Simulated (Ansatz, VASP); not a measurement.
Sc: VASP beside Ansatz

Contents of INCAR:

```
SYSTEM = Sc
  PREC = Accurate
  ENCUT = 520
  EDIFF = 1E-6
  ISMEAR = 0
  SIGMA = 0.1
  LREAL = .False.
  LASPH = .True.
  NELM = 100
  ALGO = Fast
  ISIF = 2
  LWAVE = .False.
  LCHARG = .False.
  GGA = PS
  NBANDS = 24
```

KPOINTS

```
Automatic mesh
0
Gamma
  4 4 6
  0 0 0
```

The input POSCAR:

```
Sc
1.0
    4.4040490344     -2.5002670000      0.0000000000
    4.4040490344      2.5002670000      0.0000000000
   -0.0034756338      0.0000000000      3.2007192820
Sc
3
Direct
    0.3332340000      0.3332340000      0.9951080000
    0.0000000000      0.0000000000      0.5000000000
    0.6667660000      0.6667660000      0.0048920000
```

Input for Ansatz:

```yaml
crystal:
  lattice:
    - [4.4040490344, -2.500267, 0.0]
    - [4.4040490344, 2.500267, 0.0]
    - [-0.0034756338, 0.0, 3.200719282]
  atoms:
    - { symbol: Sc, position: [0.333234, 0.333234, 0.995108] }
    - { symbol: Sc, position: [0.0, 0.0, 0.5] }
    - { symbol: Sc, position: [0.666766, 0.666766, 0.004892] }
basis:
  ecutwfc: 420
kpoints:
  mp_grid: { grid: [4, 4, 6] }
hamiltonian:
  xc: pbesol
scf:
  occupations: { method: gaussian, width: 0.1 }
output:
  forces: true
  stress: true
  eigenvalues: true
```

This isn't the form of Sc at room conditions, which is hcp.

Alike in both runs: task single point; functional PBEsol; k mesh 4 × 4 × 6; occupations gaussian, width 0.1 eV; no spin polarisation.

|  | VASP | Ansatz |
| --- | --- | --- |
| version | VASP 6.6.1 | Ansatz 0.2.0 |
| potentials or method | VASP PAW PBE potentials, release 64 (Sc_sv) | scalar-relativistic, plane waves, PAW |
| plane-wave cutoff (eV) | 520 | 420 |
| valence electrons in the cell | 33 | 33 |

|  | VASP | Ansatz | Ansatz less VASP |
| --- | --- | --- | --- |
| gap on the k mesh at the Fermi level (eV) | none | none | - |
| pressure (GPa) | -0.2 | -0.2 | -0.03 |
| largest component of the traceless stress (GPa) | 0.35 | 0.34 | -0.005 |
| rms of the force components (eV/Å) | 0.027 | 0.026 | -0.0004 |

Atom by atom the forces differ by 0.000 eV/Å (rms over components). A gap of «none» marks a metal or a gap that the smearing closes.

Caveats: the k mesh is coarse (spacing up to 0.36 Å⁻¹), so the values aren't converged; the PAW data sets were made with another functional, which shifts forces and pressure a little (VASP).
